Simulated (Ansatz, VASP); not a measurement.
**BN: VASP beside Ansatz**

Contents of INCAR:

```
PREC = Accurate
ENCUT = 520
EDIFF = 1E-6
ISMEAR = -1
SIGMA = 0.02
LREAL = False
LASPH = True
NELM = 100
ALGO = Normal
ISIF = 2
LWAVE = False
LCHARG = False
GGA = PE
NBANDS = 16
```

KPOINTS

```
regular mesh
0
Gamma
  12 12 6
```

POSCAR

```
BN
1.0
    2.4913353474     -0.0520689087      0.0000000000
   -1.2907606715      2.1835941546      0.0000000000
    0.0000000000      0.0000000000      4.0010591824
B N
2 2
Direct
    0.0000000000      0.0000000000      0.0000000000
    0.0000000000      0.0000000000      0.5000000000
    0.3458795905      0.6669733160      0.2500000000
    0.6541204095      0.3330266840      0.7500000000
```

Input for Ansatz:

```yaml
crystal:
  lattice:
    - [2.4913353474, -0.0520689087, 0.0]
    - [-1.2907606715, 2.1835941546, 0.0]
    - [0.0, 0.0, 4.0010591824]
  atoms:
    - { symbol: B, position: [0.0, 0.0, 0.0] }
    - { symbol: B, position: [0.0, 0.0, 0.5] }
    - { symbol: "N", position: [0.3458795905, 0.666973316, 0.25] }
    - { symbol: "N", position: [0.6541204095, 0.333026684, 0.75] }
kpoints:
  mp_grid: { grid: [12, 12, 6] }
  band_path:
    path:
      - [0.0, 0.0, 0.0]
      - [0.5, 0.0, 0.0]
      - [0.3333333333, 0.3333333333, 0.0]
      - [0.0, 0.0, 0.5]
      - [0.5, 0.0, 0.5]
      - [0.3333333333, 0.3333333333, 0.5]
      - [0.0, 0.1666666667, 0.0]
      - [0.25, 0.25, 0.1666666667]
    npoints: 1
hamiltonian:
  xc: pbe
scf:
  occupations: { method: fermi_dirac, width: 0.02 }
  n_extra_bands: 5
output:
  forces: true
  stress: true
  eigenvalues: true
```

Change from the starting cell: shear_xy strain -4.2%.

Alike in both runs: task single point; functional PBE; k mesh 12 × 12 × 6; occupations fermi-dirac, width 0.02 eV; no spin polarisation.

|  | VASP | Ansatz |
| --- | --- | --- |
| version | VASP 6.6.1 | Ansatz 0.2.0 |
| potentials or method | VASP PAW PBE potentials, release 64 (B, N) | plane waves, PAW |
| plane-wave cutoff (eV) | 520 | 420 |
| valence electrons in the cell | 16 | 16 |

```csv
,VASP,Ansatz,Ansatz less VASP
gap on the k mesh at the Fermi level (eV),1.56,1.56,+0.001
pressure (GPa),5.9,6.1,+0.19
largest component of the traceless stress (GPa),5.75,5.64,-0.113
rms of the force components (eV/Å),0.018,0.015,-0.0028
```

Atom by atom the forces differ by 0.003 eV/Å (rms over components). The functional is the same, so the differences come from potentials, cutoffs and numerics.

A k mesh can miss the band edges.
